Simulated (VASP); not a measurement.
Input of a VASP 6.6.1 run:

The input INCAR:

```
SYSTEM = BN
PREC = Accurate
ENCUT = 520
EDIFF = 1E-7
ISMEAR = 0
SIGMA = 0.03
LREAL = .FALSE.
LASPH = .TRUE.
NELM = 80
ALGO = Normal
ISIF = 2
LWAVE = .FALSE.
LCHARG = .FALSE.
GGA = PE
NBANDS = 16
ICORELEVEL = 1
```

The input KPOINTS:

```
regular mesh
0
G
  12 12 4
  0 0 0
```

The input POSCAR:

```
BN                                      
1.0
    2.5119948916     -0.0000000000     -0.0000000000
   -1.2559974458      2.1754513855     -0.0000000000
   -0.0000000000     -0.0000000000      7.9909368111
  B               N             
     2     2
Direct
     0.3333333300000021    0.6666666699999979    0.2500000000000000
     0.6666666699999979    0.3333333300000021    0.7500000000000000
     0.3333333300000021    0.6666666699999979    0.7500000000000000
     0.6666666699999979    0.3333333300000021    0.2500000000000000
```

The input KPOINTS_OPT:

```
explicit points
141
Reciprocal
 0.0000000000  0.0000000000  0.0000000000 1
 0.0357142857  0.0000000000  0.0000000000 1
 0.0714285714  0.0000000000  0.0000000000 1
 0.1071428571  0.0000000000  0.0000000000 1
 0.1428571429  0.0000000000  0.0000000000 1
 0.1785714286  0.0000000000  0.0000000000 1
[... 133 lines left out ...]
 0.5000000000  0.0000000000  0.5000000000 1
 0.5000000000  0.0000000000  0.0000000000 1
```

Potentials or basis: VASP PAW PBE potentials, release 64 (B, N).

Run with:

```console
$ cat potpaw_PBE.64/B/POTCAR potpaw_PBE.64/N/POTCAR > POTCAR
$ mpirun -np 1 vasp_std > vasp.out
```

Question: Estimate the band gap along the path.

Answer: 4.49 eV, indirect (least direct gap 4.65 eV).

Question: What does it give for the band gap on the k mesh?

Answer: 4.50 eV, indirect (least direct gap 4.65 eV).

Core levels (eV, on the scale of the bands):
| atom | levels |
| --- | --- |
| 1 B | 1s -171.0 |
| 2 B | 1s -171.0 |
| 3 N | 1s -373.7 |
| 4 N | 1s -373.7 |
